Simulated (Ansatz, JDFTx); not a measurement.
## The equilibrium volume of Fe, sorted by core time

**What was measured.** The equilibrium volume of Fe (Im-3m) is reported as 11.77 Å³/atom (pmc:2430951, doi:10.1186/1467-4866-9-5). The runs below try to reproduce it.

It takes space group Im-3m (No. 229, cubic). Conventional cell: a = 2.886 Å, b = 2.886 Å, c = 2.886 Å, α = 90.00°, β = 90.00°, γ = 90.00°. Around Fe (site symmetry m-3m) lie 8 Fe at 2.50 Å.

| rung | level | program and potentials | cutoff (eV) | k mesh | smearing | core time | chip | equilibrium volume (Å³/atom) | miss | notes |
| --- | --- | --- | --- | --- | --- | --- | --- | --- | --- | --- |
| GGA | revPBE | Ansatz, all-electron LAPW, scalar-relativistic | - | 13 × 13 × 13 | fermi-dirac 0.05 | 17 s | AMD EPYC 9R45 Zen 5 | 11.56 | -1.8 % | - |
| GGA | PBE | JDFTx, PseudoDojo-SR-PBE-0.5-standard with smoothed tails | 1225 | 8 × 8 × 8 | fermi-dirac 0.05 | 41 s | Intel Xeon 6975P-C Granite Rapids | 11.59 | -1.5 % | coarse mesh |
| GGA | PBE | JDFTx, SPMS-PBE-1.0 with smoothed tails | 1361 | 8 × 8 × 8 | fermi-dirac 0.05 | 43 s | Intel Xeon 6975P-C Granite Rapids | 11.62 | -1.3 % | coarse mesh |
| GGA | RPBE | Ansatz, all-electron LAPW, scalar-relativistic | - | 13 × 13 × 13 | fermi-dirac 0.05 | 47 s | Arm Neoverse V1 | 11.68 | -0.8 % | - |
| GGA + dispersion | BLYP+D4 | Ansatz, all-electron LAPW, scalar-relativistic | - | 13 × 13 × 13 | fermi-dirac 0.05 | 49 s | Arm Neoverse V1 | 11.23 | -4.6 % | - |
| LDA | LDA | Ansatz, all-electron LAPW, scalar-relativistic | - | 13 × 13 × 13 | fermi-dirac 0.05 | 51 s | Arm Neoverse V1 | 10.40 | -11.6 % | - |
| GGA + dispersion | BLYP+D3(BJ) | Ansatz, all-electron LAPW, scalar-relativistic | - | 13 × 13 × 13 | fermi-dirac 0.05 | 53 s | Arm Neoverse V1 | 11.09 | -5.8 % | - |
| GGA + dispersion | RPBE+D3(BJ) | Ansatz, all-electron LAPW, scalar-relativistic | - | 13 × 13 × 13 | fermi-dirac 0.05 | 64 s | Arm Neoverse V1 | 10.28 | -12.7 % | - |
| GGA + dispersion | PBEsol+D4 | Ansatz, all-electron LAPW, scalar-relativistic | - | 13 × 13 × 13 | fermi-dirac 0.05 | 68 s | Arm Neoverse V1 | 10.65 | -9.5 % | - |
| GGA | PBE | Ansatz, all-electron LAPW, scalar-relativistic | - | 13 × 13 × 13 | fermi-dirac 0.05 | 1.9 min | Intel Xeon Skylake/Cascade Lake | 11.30 | -4.0 % | - |
| GGA + dispersion | PBE+D3(BJ) | Ansatz, all-electron LAPW, scalar-relativistic | - | 13 × 13 × 13 | fermi-dirac 0.05 | 2.2 min | Intel Xeon Skylake/Cascade Lake | 11.01 | -6.5 % | - |
| GGA + dispersion | PBE+D4 | Ansatz, all-electron LAPW, scalar-relativistic | - | 13 × 13 × 13 | fermi-dirac 0.05 | 2.3 min | Intel Xeon Skylake/Cascade Lake | 11.04 | -6.2 % | - |
| GGA + dispersion | PBE+D3(BJ)+ATM | Ansatz, all-electron LAPW, scalar-relativistic | - | 13 × 13 × 13 | fermi-dirac 0.05 | 2.3 min | Intel Xeon Skylake/Cascade Lake | 11.06 | -6.0 % | - |

Times are single runs on shared hosts and different chips, so they are rough; meshes, cutoffs and the tasks' sizes weigh on the time. Task: relaxation of cell and atoms. All rows: collinear spin, ferromagnetic start. Smearing widths are in eV. For a metal such meshes aren't converged. Meshes differ between rows, which moves values too. Meshes are those of the run's cell of 1 atom unless a note names another. Relaxations start from the cell shown or near it and stop with a little pressure left. The cell shown, of 12.02 Å³ an atom, is the runs' start and not the measured value. Misses use the values as printed. Runs on faulty files, with rough fits or with known faults for this quantity aren't shown. No row holds spin-orbit coupling.

By rung: LDA 10.40; GGA 11.30 to 11.68; GGA + dispersion 10.28 to 11.23; GGA on coarse meshes 11.59 to 11.62 (Å³/atom). Measured: 11.77 Å³/atom (pmc:2430951, doi:10.1186/1467-4866-9-5). Closest, coarse meshes and atomic bases left aside, is RPBE (-0.8 %), and PBE misses by -4.0 % on plain settings. The runs are for a static lattice, while measurements hold temperature and zero-point motion.
